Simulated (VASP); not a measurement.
Write the native input for VASP 6.6.1 that does the following.

| Item | Value |
| --- | --- |
| Task | relaxation of cell and atoms |
| Functional | PBE |
| Potentials or basis | VASP PAW PBE potentials, release 64 (Sn_d, Se) |
| Cutoff | 600 eV |
| k mesh | 8 × 8 × 8 |
| Occupations | gaussian, width 0.03 eV |
| Spin | no spin polarisation |
| Further INCAR settings | ALGO = Normal; EDIFF = 1e-07; IBRION = 2; EDIFFG = -0.005; NSW = 90; ISIF = 3 |

The structure of SnSe lies in POSCAR:

```
SnSe                                    
1.0
    3.6855708517      0.0000000000     -0.0000000000
    0.0000000000      3.6855708517      0.0000000000
   -0.0000000000      0.0000000000      3.6855708517
  Sn              Se            
     1     1
Direct
     0.5000000000000000    0.5000000000000000    0.5000000000000000
     0.0000000000000000    0.0000000000000000    0.0000000000000000
```

Measurements of this composition are mostly on another form, of space group No. 62.

These files were run (other wordings do the same):

INCAR

```
PREC = Accurate
ENCUT = 600
EDIFF = 1E-7
ISMEAR = 0
SIGMA = 0.03
LREAL = F
LASPH = T
NELM = 80
ALGO = Normal
ISIF = 3
LWAVE = F
LCHARG = F
GGA = PE
IBRION = 2
NSW = 90
EDIFFG = -0.005
```

KPOINTS

```
regular mesh
0
Gamma
  8 8 8
```

Potentials or basis: VASP PAW PBE potentials, release 64 (Sn_d, Se).

Command:

```sh
$ cat potpaw_PBE.64/Sn_d/POTCAR potpaw_PBE.64/Se/POTCAR > POTCAR
$ mpirun -np 1 vasp_std > vasp.out
```

It gave:

```
Pressure after relaxing : 0.0 GPa
Band gap on the k mesh  : none (metal or under the smearing width)
```

Caveat: the relaxation stopped at its first step, so nothing moved.

It took 16 s on 1 thread of AMD EPYC 9R45 (Zen 5), on a shared host, peak memory 0.15 GiB.
